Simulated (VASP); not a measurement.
# HgTe (F-43m) in VASP: notebook

One crystal, HgTe, is run at these levels: PBEsol; tasks: relaxation of cell and atoms.

Program: VASP 6.6.1. These are calculated values, not measurements. Logs are shortened: lines on timing, memory, paths and dates and some standing lists are left out, and cuts for length are marked.

## 1. The crystal as given

It takes space group F-43m (No. 216, cubic). Conventional cell: a = 6.429 Å, b = 6.429 Å, c = 6.429 Å, α = 90.00°, β = 90.00°, γ = 90.00°. Around Hg (site symmetry -43m) lie 4 Te at 2.78 Å. Around Te (site symmetry -43m) lie 4 Hg at 2.78 Å.

## 2. Relaxation of cell and atoms, PBEsol

File INCAR:

```
PREC = Accurate ; ENCUT = 600
EDIFF = 1E-6 ; ISMEAR = 0
SIGMA = 0.03 ; LREAL = F
LASPH = T ; NELM = 80
ALGO = Normal ; ISIF = 3
LWAVE = F ; LCHARG = F
GGA = PS ; IBRION = 2
NSW = 90 ; EDIFFG = -0.01
KPAR = 2
```

File KPOINTS:

```
Automatic mesh
0
Gamma
  10 10 10
```

File POSCAR:

```
HgTe
1.0
    0.0000000000      3.2145000000      3.2145000000
    3.2145000000      0.0000000000      3.2145000000
    3.2145000000      3.2145000000      0.0000000000
Hg Te
1 1
Direct
    0.0000000000      0.0000000000      0.0000000000
    0.2500000000      0.2500000000      0.2500000000
```

Potentials or basis: VASP PAW PBE potentials, release 64 (Hg, Te).

Launch:

```bash
> cat potpaw_PBE.64/Hg/POTCAR potpaw_PBE.64/Te/POTCAR > POTCAR
> mpirun -np 2 vasp_std > vasp.out
```

OUTCAR:

```text
PREC = Accurate
   ENCUT = 600
   EDIFF = 1E-6
   ISMEAR = 0
   LREAL = F
   LASPH = T
   NELM = 80
   ISIF = 3
   GGA = PS
   IBRION = 2
   NSW = 90
   EDIFFG = -0.01

 ion  position               nearest neighbor table
   1  0.000  0.000  0.000-   2 2.78   2 2.78   2 2.78   2 2.78
   2  0.250  0.250  0.250-   1 2.78   1 2.78   1 2.78   1 2.78

  LATTYP: Found a face centered cubic cell.
 ALAT       =     6.4290000000

  Lattice vectors:

 A1 = (   0.0000000000,   3.2145000000,   3.2145000000)
 A2 = (   3.2145000000,   0.0000000000,   3.2145000000)
 A3 = (   3.2145000000,   3.2145000000,   0.0000000000)

Analysis of symmetry for initial positions (statically):
=====================================================================
 Subroutine PRICEL returns:
 Original cell was already a primitive cell.

 Routine SETGRP: Setting up the symmetry group for a
 face centered cubic supercell.

 Subroutine GETGRP returns: Found 24 space group operations
 (whereof 24 operations were pure point group operations)
 out of a pool of 48 trial point group operations.

The static configuration has the point symmetry T_d .

Analysis of symmetry for dynamics (positions and initial velocities):
=====================================================================
 Subroutine PRICEL returns:
 Original cell was already a primitive cell.

 Routine SETGRP: Setting up the symmetry group for a
 face centered cubic supercell.

 Subroutine GETGRP returns: Found 24 space group operations
 (whereof 24 operations were pure point group operations)
 out of a pool of 48 trial point group operations.

The dynamic configuration has the point symmetry T_d .

 Subroutine INISYM returns: Found 24 space group operations
 (whereof 24 operations are pure point group operations),
 and found     1 'primitive' translations

----------------------------------------------------------------------------------------

                                     Primitive cell

  volume of cell :      66.4309

  direct lattice vectors                    reciprocal lattice vectors
     0.000000000  3.214500000  3.214500000    -0.155545186  0.155545186  0.155545186
     3.214500000  0.000000000  3.214500000     0.155545186 -0.155545186  0.155545186
     3.214500000  3.214500000  0.000000000     0.155545186  0.155545186 -0.155545186

  length of vectors
[... 97 lines left out ...]
   ISMEAR =     0;   SIGMA  =   0.03  broadening in eV -4-tet -1-fermi 0-gaus
   EFERMI_NEDOS =   21; number of points for ismear=-14 and -15
   IALGO  =     38    algorithm
   IMIX   =      4    mixing-type and parameters
     AMIX     =   0.40;   BMIX     =  1.00
     AMIX_MAG =   1.60;   BMIX_MAG =  1.00
  volume/ion in A,a.u.               =      33.22       224.15
  Fermi-wavevector in a.u.,A,eV,Ry     =   1.059357  2.001894 15.268958  1.122237
  Thomas-Fermi vector in A             =   2.194699
   LORBIT       =      0    0 simple, 1 ext, 2 COOP (PROOUT), +10 PAW based schemes
   GGA     = PS    functional components
   LHFCALC =     F    Hartree Fock is set to
   AEXX    =    0.0000 exact exchange contribution
   IVDW    =     0    specifies the selected vdW correction
   LEPSILON=     F    determine dielectric tensor
   LRPA    =     F    only Hartree local field effects (RPA)
 conjugate gradient relaxation of ions
 non-spin polarized calculation
 Gauss-broadening in eV      SIGMA  =   0.03
  energy-cutoff  :      600.00
  volume of cell :       66.43
 maximum number of plane-waves:      2252
   NGX = 19   NGY = 19   NGZ = 19

--------------------------------------- Ionic step        1  -------------------------------------------

 number of electron      18.0000000 magnetization

 Free energy of the ion-electron system (eV)
  ---------------------------------------------------
  ext. energy  EPLUGINS =         0.00000000
  ---------------------------------------------------
  free energy    TOTEN  =        -4.36100021 eV

  energy without entropy =       -4.36095393  energy(sigma->0) =       -4.36097707

------------------------ aborting loop because EDIFF is reached ----------------------------------------

  FORCE on cell =-STRESS in cart. coord.  units (eV):
  Direction    XX          YY          ZZ          XY          YZ          ZX
  --------------------------------------------------------------------------------------
  -------------------------------------------------------------------------------------
  Total        0.7815624      0.7815624      0.7815624     -0.0000000     -0.0000000     -0.0000000
  in kB       18.8496778     18.8496778     18.8496778     -0.0000000     -0.0000000     -0.0000000
  external PRESSURE =      18.8496778 kB  Pullay stress =       0.0000000 kB
[... 59 lines left out ...]
--------------------------------------- Ionic step        3  -------------------------------------------

 number of electron      18.0000002 magnetization

 Free energy of the ion-electron system (eV)
  ---------------------------------------------------
  ext. energy  EPLUGINS =         0.00000000
  ---------------------------------------------------
  free energy    TOTEN  =        -4.37647681 eV

  energy without entropy =       -4.37643053  energy(sigma->0) =       -4.37645367

 E-fermi :   2.7101     XC(G=0):  -8.8275

 val. band max:        2.7009539986   @ k =   0.0000   0.0000   0.0000
 cond. band min:       3.1800934809   @ k =   0.1000   0.0000   0.0000
 fundamental gap:      0.4791394823
 Fermi energy:         2.7100910902

 k-point     1 :       0.0000    0.0000    0.0000
  band No.  band energies     occupation
      1      -9.1519      2.00000
      2      -4.5062      2.00000
      3      -4.5062      2.00000
      4      -4.5062      2.00000
      5      -3.9993      2.00000
      6      -3.9993      2.00000
      7       1.8399      2.00000
      8       2.7010      1.33333
      9       2.7010      1.33333
     10       2.7010      1.33333
     11       6.9246      0.00000
     12       6.9246      0.00000
     13       6.9246      0.00000
[... 354 lines left out ...]
  band No.  band energies     occupation
      1      -8.5697      2.00000
      2      -4.3579      2.00000
      3      -4.2674      2.00000
      4      -4.2394      2.00000
      5      -3.9547      2.00000
      6      -3.9090      2.00000
      7      -1.7829      2.00000
      8       0.7338      2.00000
      9       0.9187      2.00000
     10       4.7345      0.00000
     11       5.6470      0.00000
     12       9.0663      0.00000
     13       9.8170      0.00000

 [... further k-points ...]
[... 5 lines left out ...]
  --------------------------------------------------------------------------------------
  -------------------------------------------------------------------------------------
  Total        0.0001997      0.0001997      0.0001997      0.0000000      0.0000000      0.0000000
  in kB        0.0046257      0.0046257      0.0046257      0.0000000      0.0000000      0.0000000
  external PRESSURE =       0.0046257 kB  Pullay stress =       0.0000000 kB
[... 17 lines left out ...]
  FREE ENERGIE OF THE ION-ELECTRON SYSTEM (eV)
  ---------------------------------------------------
  free  energy   TOTEN  =        -4.3764768106 eV

  energy  without entropy=       -4.3764305318  energy(sigma->0) =       -4.37645367

 reached required accuracy - stopping structural energy minimisation
```

CONTCAR:

```text
HgTe
   1.00000000000000
    -0.0000000000000000    3.2580088206722233    3.2580088206722233
     3.2580088206722233   -0.0000000000000000    3.2580088206722233
     3.2580088206722233    3.2580088206722233   -0.0000000000000000
  Hg              Te
     1     1
Direct
     0.0000000000000000    0.0000000000000000    0.0000000000000000
     0.2500000000000000    0.2500000000000000    0.2500000000000000

  0.00000000E+00  0.00000000E+00  0.00000000E+00
  0.00000000E+00  0.00000000E+00  0.00000000E+00
```

Run time: 36 s. Hardware: 2 MPI ranks of AMD EPYC 9R45 (Zen 5), shared host; peak memory 0.23 GiB.

Results:

* Free energy: -4.3765 eV
* Relaxed volume: 34.58 Å³/atom
* Relaxed cell: a = 4.608 Å, b = 4.608 Å, c = 4.608 Å, α = 60.00°, β = 60.00°, γ = 60.00°
* Space group after relaxing (to 0.05 Å): F-43m (No. 216)
* Energy gained by relaxing: 7.7 meV/atom
* Ionic steps: 3
* Pressure after relaxing: 0.0 GPa
* Band gap on the k mesh: none (metal or under the smearing width)

The path:
| step | energy change (eV) | largest force (eV/Å) | pressure (GPa) | volume (Å³) |
| --- | --- | --- | --- | --- |
| 1 | 0.0000 | 0.0000 | 1.88 | 66.43 |
| 2 | -0.0133 | 0.0000 | -0.63 | 70.26 |
| 3 | -0.0155 | 0.0000 | 0.00 | 69.17 |

Final structure:
```xyz
2
Lattice="0.0000 3.2580 3.2580 3.2580 0.0000 3.2580 3.2580 3.2580 0.0000" Properties=species:S:1:pos:R:3 pbc="T T T"
Hg    0.0000    0.0000    0.0000
Te    1.6290    1.6290    1.6290
```

Caveat: the PAW data sets were made with another functional, which shifts forces and pressure a little.

(Part 1 of 2 ends here.)
